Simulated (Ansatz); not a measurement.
# Ta: the cost of one run

Computed with Ansatz 0.2.0 (DFT PBE, scalar-relativistic, plane waves, PAW, unless a step's input says otherwise).

### Step 1. The system as given

The structure is hexagonal, space group P6_3/mmc (No. 194). Conventional cell: a = 2.900 Å, b = 2.900 Å, c = 5.166 Å, α = 90.00°, β = 90.00°, γ = 120.00°. Ta (site symmetry -6m2) has 12 Ta at 2.90 to 3.08 Å as nearest neighbours.

Structure file:

```
Ta
1.0
     2.90037    0.00000    0.00000
    -1.45019    2.51180    0.00000
     0.00000    0.00000    5.16627
Ta
2
Cartesian
  1.4502 0.8373 3.8747
  0.0000 1.6745 1.2916
```

The structure comes from the Materials Project (structure only).

### Step 2. A single atom displaced

Against the listed cell: atom 2 (Ta) moved by 0.38 Å.

Contents of input.yaml:

```yaml
crystal:
  lattice:
    - [2.9003720726, 0.0, 0.0]
    - [-1.4501860363, 2.5117958953, 0.0]
    - [0.0, 0.0, 5.166274]
  atoms:
    - { symbol: Ta, position: [0.66666667, 0.33333333, 0.75] }
    - { symbol: Ta, position: [0.3541171669, 0.7821696854, 0.2089568807] }
basis:
  ecutwfc: 420
kpoints:
  mp_grid: { grid: [15, 15, 8] }
hamiltonian:
  xc: pbe
scf:
  occupations: { method: gaussian, width: 0.1 }
output:
  forces: true
  stress: true
  eigenvalues: true
```

Q: Estimate wall time and peak memory on 1 thread of an x86-64 CPU, shared host.

About 9.7 s, with a peak of 0.76 GiB.
